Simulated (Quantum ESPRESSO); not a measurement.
# Cl (Cmce) in Quantum ESPRESSO: notebook

One crystal, Cl, is run at these levels: r2SCAN; tasks: band structure, single point, equation of state.

Program: Quantum ESPRESSO 7.5. These are calculated values, not measurements. Logs are shortened: lines on timing, memory, paths and dates and some standing lists are left out, and cuts for length are marked.

## (1) The crystal as given

The structure is orthorhombic, space group Cmce (No. 64). Conventional cell: a = 6.290 Å, b = 4.500 Å, c = 8.210 Å, α = 90.00°, β = 90.00°, γ = 90.00°. Cl (site symmetry m) is surrounded by 1 Cl at 2.02 Å.

## (2) Band structure, r2SCAN

The input, pw.in:

```
&CONTROL
  calculation = 'scf'
  prefix = 'pwscf'
  outdir = './tmp'
  pseudo_dir = './pseudo'
  tprnfor = .true.
  tstress = .true.
  disk_io = 'low'
/
&SYSTEM
  ibrav = 0
  celldm(1) = 8
  nat = 4
  ntyp = 1
  ecutwfc = 58
  nbnd = 21
  input_dft = 'r2scan'
  occupations = 'smearing'
  smearing = 'fd'
  degauss = 0.00367493
  nosym = .true.
/
&ELECTRONS
  conv_thr = 1d-08
  electron_maxstep = 120
  mixing_beta = 0.5
/
ATOMIC_SPECIES
Cl    35.4500 Cl_ONCV_PBE-1.2.upf
CELL_PARAMETERS alat
  0.7428985827435  -0.5314854725510   0.0000000000000
  0.7428985827435   0.5314854725510   0.0000000000000
  0.0000000000000   0.0000000000000   1.9393314353972
ATOMIC_POSITIONS crystal
Cl     0.3700000000    0.6300000000    0.4000000000
Cl     0.1300000000    0.8700000000    0.9000000000
Cl     0.6300000000    0.3700000000    0.6000000000
Cl     0.8700000000    0.1300000000    0.1000000000
K_POINTS automatic
7 7 4 0 0 0
```

The input, bands.in:

```
&CONTROL
  calculation = 'bands'
  prefix = 'pwscf'
  outdir = './tmp'
  pseudo_dir = './pseudo'
  disk_io = 'low'
  verbosity = 'high'
/
&SYSTEM
  ibrav = 0
  celldm(1) = 8
  nat = 4
  ntyp = 1
  ecutwfc = 58
  nbnd = 21
  input_dft = 'r2scan'
  occupations = 'smearing'
  smearing = 'fd'
  degauss = 0.00367493
  nosym = .true.
/
&ELECTRONS
  conv_thr = 1d-08
  electron_maxstep = 120
  mixing_beta = 0.5
  diago_full_acc = .true.
  startingwfc = 'random'
/
ATOMIC_SPECIES
Cl    35.4500 Cl_ONCV_PBE-1.2.upf
CELL_PARAMETERS alat
  0.7428985827435  -0.5314854725510   0.0000000000000
  0.7428985827435   0.5314854725510   0.0000000000000
  0.0000000000000   0.0000000000000   1.9393314353972
ATOMIC_POSITIONS crystal
Cl     0.3700000000    0.6300000000    0.4000000000
Cl     0.1300000000    0.8700000000    0.9000000000
Cl     0.6300000000    0.3700000000    0.6000000000
Cl     0.8700000000    0.1300000000    0.1000000000
K_POINTS crystal
60
 0.0000000000  0.0000000000  0.0000000000 1
 0.0539938443 -0.0539938443  0.0000000000 1
 0.1079876887 -0.1079876887  0.0000000000 1
 0.1619815330 -0.1619815330  0.0000000000 1
 0.2159753774 -0.2159753774  0.0000000000 1
 0.2699692217 -0.2699692217  0.0000000000 1
 0.3239630661 -0.3239630661  0.0000000000 1
 0.3779569104 -0.3779569104  0.0000000000 1
 0.2834676828 -0.4084676828  0.0000000000 1
 0.1889784552 -0.4389784552  0.0000000000 1
 0.0944892276 -0.4694892276  0.0000000000 1
 0.0000000000 -0.5000000000  0.0000000000 1
 0.0000000000 -0.5000000000 -0.2500000000 1
 0.0000000000 -0.5000000000 -0.5000000000 1
 0.0944892276 -0.4694892276 -0.5000000000 1
 0.1889784552 -0.4389784552 -0.5000000000 1
 0.2834676828 -0.4084676828 -0.5000000000 1
 0.3779569104 -0.3779569104 -0.5000000000 1
 0.3307122966 -0.3307122966 -0.5000000000 1
 0.2834676828 -0.2834676828 -0.5000000000 1
 0.2362230690 -0.2362230690 -0.5000000000 1
 0.1889784552 -0.1889784552 -0.5000000000 1
 0.1417338414 -0.1417338414 -0.5000000000 1
 0.0944892276 -0.0944892276 -0.5000000000 1
 0.0472446138 -0.0472446138 -0.5000000000 1
 0.0000000000  0.0000000000 -0.5000000000 1
 0.0000000000  0.0000000000 -0.2500000000 1
 0.0000000000  0.0000000000  0.0000000000 1
-0.0555555556 -0.0555555556  0.0000000000 1
-0.1111111111 -0.1111111111  0.0000000000 1
-0.1666666667 -0.1666666667  0.0000000000 1
-0.2222222222 -0.2222222222  0.0000000000 1
-0.2777777778 -0.2777777778  0.0000000000 1
-0.3333333333 -0.3333333333  0.0000000000 1
-0.3888888889 -0.3888888889  0.0000000000 1
-0.4444444444 -0.4444444444  0.0000000000 1
-0.5000000000 -0.5000000000  0.0000000000 1
-0.4389784552 -0.5610215448  0.0000000000 1
-0.3779569104 -0.6220430896  0.0000000000 1
-0.3779569104 -0.6220430896 -0.1666666667 1
-0.3779569104 -0.6220430896 -0.3333333333 1
-0.3779569104 -0.6220430896 -0.5000000000 1
-0.4186379403 -0.5813620597 -0.5000000000 1
-0.4593189701 -0.5406810299 -0.5000000000 1
-0.5000000000 -0.5000000000 -0.5000000000 1
-0.5000000000 -0.5000000000 -0.3333333333 1
-0.5000000000 -0.5000000000 -0.1666666667 1
-0.5000000000 -0.5000000000  0.0000000000 1
 0.0000000000  0.0000000000 -0.5000000000 1
-0.0454545455 -0.0454545455 -0.5000000000 1
-0.0909090909 -0.0909090909 -0.5000000000 1
-0.1363636364 -0.1363636364 -0.5000000000 1
-0.1818181818 -0.1818181818 -0.5000000000 1
-0.2272727273 -0.2272727273 -0.5000000000 1
-0.2727272727 -0.2727272727 -0.5000000000 1
-0.3181818182 -0.3181818182 -0.5000000000 1
-0.3636363636 -0.3636363636 -0.5000000000 1
-0.4090909091 -0.4090909091 -0.5000000000 1
-0.4545454545 -0.4545454545 -0.5000000000 1
-0.5000000000 -0.5000000000 -0.5000000000 1
```

Potentials or basis: SG15 PBE 1.2.

Launch:

```bash
OMP_NUM_THREADS=1 mpirun -n 2 pw.x -nk 2 -in pw.in > pw.out
OMP_NUM_THREADS=1 mpirun -n 2 pw.x -nk 2 -in bands.in > bands.out
```

pw.out:

```text
This program is part of the open-source Quantum ESPRESSO suite
     for quantum simulation of materials; please cite
         "P. Giannozzi et al., J. Phys.:Condens. Matter 21 395502 (2009);
         "P. Giannozzi et al., J. Phys.:Condens. Matter 29 465901 (2017);
         "P. Giannozzi et al., J. Chem. Phys. 152 154105 (2020);
     in publications or presentations arising from this work. More details at

     IMPORTANT: XC functional enforced from input :
     Exchange-correlation= R2SCAN
                           (   0   0   0   0   0 497 498)
     Any further DFT definition will be discarded
     Please, verify this is what you really want

     K-points division:     npool     =       2
     Subspace diagonalization in iterative solution of the eigenvalue problem:
     a serial algorithm will be used

     G-vector sticks info
     --------------------
     sticks:   dense  smooth     PW     G-vecs:    dense   smooth      PW
     Sum         937     937    277                46863    46863    7533

     Using Slab Decomposition

     bravais-lattice index     =            0
     lattice parameter (alat)  =       8.0000  a.u.
     unit-cell volume          =     784.1027 (a.u.)^3
     number of atoms/cell      =            4
     number of atomic types    =            1
     number of electrons       =        28.00
     number of Kohn-Sham states=           21
     kinetic-energy cutoff     =      58.0000  Ry
     charge density cutoff     =     232.0000  Ry
     scf convergence threshold =      1.0E-08
     mixing beta               =       0.5000
     number of iterations used =            8  plain     mixing
     Exchange-correlation= R2SCAN
                           (   0   0   0   0   0 497 498)

     celldm(1)=   8.000000  celldm(2)=   0.000000  celldm(3)=   0.000000
     celldm(4)=   0.000000  celldm(5)=   0.000000  celldm(6)=   0.000000

     crystal axes: (cart. coord. in units of alat)
               a(1) = (   0.742899  -0.531485   0.000000 )
               a(2) = (   0.742899   0.531485   0.000000 )
               a(3) = (   0.000000   0.000000   1.939331 )

     reciprocal axes: (cart. coord. in units 2 pi/alat)
               b(1) = (  0.673039 -0.940759  0.000000 )
               b(2) = (  0.673039  0.940759 -0.000000 )
               b(3) = ( -0.000000  0.000000  0.515642 )

     PseudoPot. # 1 for Cl read from file:
     Cl_ONCV_PBE-1.2.upf
     Pseudo is Norm-conserving, Zval =  7.0
     Generated using ONCVPSP code by D. R. Hamann
     Using radial grid of  602 points,  4 beta functions with:
                l(1) =   0
                l(2) =   0
                l(3) =   1
                l(4) =   1

     atomic species   valence    mass     pseudopotential
     Cl                7.00    35.45000     Cl( 1.00)

     No symmetry found

   Cartesian axes

     site n.     atom                  positions (alat units)
         1        Cl     tau(   1) = (   0.7428986   0.1381862   0.7757326  )
         2        Cl     tau(   2) = (   0.7428986   0.3932992   1.7453983  )
         3        Cl     tau(   3) = (   0.7428986  -0.1381862   1.1635989  )
         4        Cl     tau(   4) = (   0.7428986  -0.3932992   0.1939331  )

     number of k points=    99  Fermi-Dirac smearing, width (Ry)=  0.0037
                       cart. coord. in units 2pi/alat
        k(    1) = (   0.0000000   0.0000000   0.0000000), wk =   0.0102041
        k(    2) = (   0.0000000   0.0000000   0.1289104), wk =   0.0204082
        k(    3) = (   0.0000000   0.0000000  -0.2578208), wk =   0.0102041
        k(    4) = (   0.0961485   0.1343942   0.0000000), wk =   0.0204082
        k(    5) = (   0.0961485   0.1343942   0.1289104), wk =   0.0204082
        k(    6) = (   0.0961485   0.1343942  -0.2578208), wk =   0.0204082
[... 91 lines left out ...]
        k(   98) = (   0.1922970  -0.5375768  -0.2578208), wk =   0.0204082
        k(   99) = (   0.1922970  -0.5375768  -0.1289104), wk =   0.0204082

     Dense  grid:    46863 G-vectors     FFT dimensions: (  36,  36,  75)

[... 43 lines left out ...]
     estimated scf accuracy    <       0.00057700 Ry

     iteration #  5     ecut=    58.00 Ry     beta= 0.50
     Davidson diagonalization with overlap
     ethr =  2.06E-06,  avg # of iterations =  2.0
[... 15 lines left out ...]
     total energy              =    -120.83902940 Ry
     estimated scf accuracy    <       0.00000224 Ry

     iteration #  8     ecut=    58.00 Ry     beta= 0.50
     Davidson diagonalization with overlap
     ethr =  7.99E-09,  avg # of iterations =  2.0

     total energy              =    -120.83903024 Ry
     estimated scf accuracy    <       0.00000092 Ry

     iteration #  9     ecut=    58.00 Ry     beta= 0.50
     Davidson diagonalization with overlap
     ethr =  3.27E-09,  avg # of iterations =  2.0

     total energy              =    -120.83903051 Ry
     estimated scf accuracy    <       0.00000011 Ry

     iteration # 10     ecut=    58.00 Ry     beta= 0.50
     Davidson diagonalization with overlap
     ethr =  3.82E-10,  avg # of iterations =  2.0

     End of self-consistent calculation

          k = 0.0000 0.0000 0.0000 (  5845 PWs)   bands (ev):

   -17.4301 -17.2238 -13.3245 -12.7858  -5.4942  -4.6911  -2.7265  -2.6054
    -2.2597  -2.2504  -0.7220  -0.4210  -0.1663  -0.0740   2.7973   3.3932
     7.4985   8.2537   9.5611  10.7643  11.0385

          k = 0.0000 0.0000 0.1289 (  5828 PWs)   bands (ev):

   -17.4021 -17.2565 -13.2461 -12.8656  -5.3935  -4.8355  -2.6394  -2.5705
    -2.2584  -2.2518  -0.7243  -0.5060  -0.1529  -0.0877   2.8437   3.2609
     7.7082   8.2804   9.8215  10.6752  11.0190

          k = 0.0000 0.0000-0.2578 (  5850 PWs)   bands (ev):

   -17.3316 -17.3315 -13.0566 -13.0565  -5.1343  -5.1342  -2.5446  -2.5446
    -2.2552  -2.2551  -0.6606  -0.6606  -0.1205  -0.1204   3.0113   3.0113
     8.1058   8.1059  10.3732  10.3733  11.0465

          k = 0.0961 0.1344 0.0000 (  5844 PWs)   bands (ev):

   -17.3938 -17.2064 -13.3014 -12.8191  -5.4893  -4.7349  -2.8469  -2.8177
    -2.3739  -2.3701  -0.5775  -0.3382  -0.2029  -0.1162   2.7984   3.3679
     7.9020   8.4875   9.9174  10.5767  10.9150

          k = 0.0961 0.1344 0.1289 (  5838 PWs)   bands (ev):

   -17.3682 -17.2359 -13.2311 -12.8905  -5.3933  -4.8663  -2.8413  -2.7418
    -2.3718  -2.3642  -0.5986  -0.4001  -0.1838  -0.1237   2.8650   3.2709
     8.0219   8.5083  10.1097  10.5417  11.0559
[... 543 lines left out ...]
   -17.1773 -17.1590 -13.0982 -13.0619  -5.2326  -5.2167  -3.4741  -3.4158
    -2.8402  -2.6730  -0.6129  -0.4812  -0.1640  -0.1106   3.1450   3.1778
     9.1995   9.6989  10.1988  11.4360  11.5629

          k = 0.1923-0.5376 0.1289 (  5843 PWs)   bands (ev):

   -17.1746 -17.1616 -13.0934 -13.0678  -5.1956  -5.1705  -3.5433  -3.5032
    -2.8436  -2.7179  -0.5626  -0.3718  -0.1682  -0.0651   3.1092   3.1397
     9.3108   9.7061  10.3600  11.2625  11.2865

          k = 0.1923-0.5376-0.2578 (  5858 PWs)   bands (ev):

   -17.1681 -17.1680 -13.0813 -13.0811  -5.1381  -5.1381  -3.6052  -3.6052
    -2.8013  -2.8012  -0.4216  -0.4215  -0.0637  -0.0637   3.0863   3.0863
     9.5643   9.5644  10.8431  10.8431  11.1323

          k = 0.1923-0.5376-0.1289 (  5843 PWs)   bands (ev):

   -17.1746 -17.1616 -13.0934 -13.0678  -5.1956  -5.1706  -3.5432  -3.5032
    -2.8436  -2.7179  -0.5626  -0.3717  -0.1682  -0.0650   3.1092   3.1397
     9.3108   9.7061  10.3600  11.2624  11.2865

     the Fermi energy is     1.3565 ev

!    total energy              =    -120.83903057 Ry
     estimated scf accuracy    <          6.0E-09 Ry
     smearing contrib. (-TS)   =      -0.00000000 Ry
     internal energy E=F+TS    =    -120.83903057 Ry

     The total energy is F=E-TS. E is the sum of the following terms:
     one-electron contribution =     -33.11490557 Ry
     hartree contribution      =      25.97572912 Ry
     xc contribution           =     -23.11281938 Ry
     ewald contribution        =     -90.58703473 Ry

     convergence has been achieved in  10 iterations

     Forces acting on atoms (cartesian axes, Ry/au):

     atom    1 type  1   force =     0.00000033   -0.00132960   -0.00345750
     atom    2 type  1   force =    -0.00000051    0.00131806   -0.00344049
     atom    3 type  1   force =     0.00000038    0.00132997    0.00345819
     atom    4 type  1   force =    -0.00000021   -0.00131843    0.00343980

     Total force =     0.007389     Total SCF correction =     0.000117

     Computing stress (Cartesian axis) and pressure

          total   stress  (Ry/bohr**3)                   (kbar)     P=       -2.71
   0.00000706  -0.00000000  -0.00000000            1.04       -0.00       -0.00
  -0.00000000  -0.00002735  -0.00000002           -0.00       -4.02       -0.00
  -0.00000000  -0.00000002  -0.00003505           -0.00       -0.00       -5.16

=------------------------------------------------------------------------------=
   JOB DONE.
=------------------------------------------------------------------------------=
```

Run time: 3.4 min. Hardware: 2 MPI ranks of Intel Xeon 6975P-C (Granite Rapids), shared host; peak memory 0.4 GiB.

Results:

```yaml
Free_energy: -1644.0988 eV
Pressure: -0.3 GPa
Largest_force: 0.095 eV/Å
Band_gap_on_the_k_mesh: 2.82 eV, indirect (least direct gap 2.87 eV)
Band_gap_along_the_path: 2.80 eV, indirect (least direct gap 2.86 eV)
```

Forces on the atoms (eV/Å):
```
Cl   0.000 -0.034 -0.089
Cl   0.000  0.034 -0.088
Cl   0.000  0.034  0.089
Cl   0.000 -0.034  0.088
```

Stress tensor (GPa, compression positive):
```
 0.10  0.00  0.00
 0.00 -0.40  0.00
 0.00  0.00 -0.52
```

Levels at the corners of the path, in eV from the valence-band top:
| point | band 11 | band 12 | band 13 | band 14 | band 15 | band 16 | band 17 | band 18 |
| --- | --- | --- | --- | --- | --- | --- | --- | --- |
| Γ | -0.71 | -0.41 | -0.15 | -0.06 | 2.81 | 3.41 | 7.51 | 8.27 |
| X | -0.86 | -0.66 | -0.21 | -0.01 | 2.95 | 3.14 | 9.34 | 10.03 |
| S | -0.51 | -0.50 | -0.15 | -0.15 | 3.20 | 3.20 | 9.06 | 9.06 |
| R | -0.44 | -0.44 | 0.00 | 0.00 | 3.11 | 3.11 | 9.28 | 9.28 |
| A | -0.41 | -0.41 | -0.40 | -0.40 | 3.03 | 3.03 | 9.99 | 9.99 |
| Z | -0.65 | -0.65 | -0.11 | -0.11 | 3.03 | 3.03 | 8.12 | 8.12 |
| Γ | -0.71 | -0.41 | -0.15 | -0.06 | 2.81 | 3.41 | 7.51 | 8.27 |
| Y | -0.98 | -0.90 | -0.37 | 0.00 | 2.89 | 3.10 | 9.37 | 9.41 |
| X1 | -0.86 | -0.66 | -0.21 | -0.01 | 2.95 | 3.14 | 9.34 | 10.03 |
| A1 | -0.41 | -0.41 | -0.40 | -0.40 | 3.03 | 3.03 | 9.99 | 9.99 |
| T | -0.71 | -0.71 | -0.47 | -0.47 | 2.93 | 2.93 | 9.67 | 9.67 |
| Y | -0.98 | -0.90 | -0.37 | 0.00 | 2.89 | 3.10 | 9.37 | 9.41 |
| Z | -0.65 | -0.65 | -0.11 | -0.11 | 3.03 | 3.03 | 8.12 | 8.12 |
| T | -0.71 | -0.71 | -0.47 | -0.47 | 2.93 | 2.93 | 9.67 | 9.67 |

Caveat: the potentials were made for another functional, which shifts forces and pressure; this potential file gives levels or pressures that part from those of other sets. r2SCAN opens gaps a little over a GGA but as a rule still falls short of measured ones.

[end of part 1 of 2]
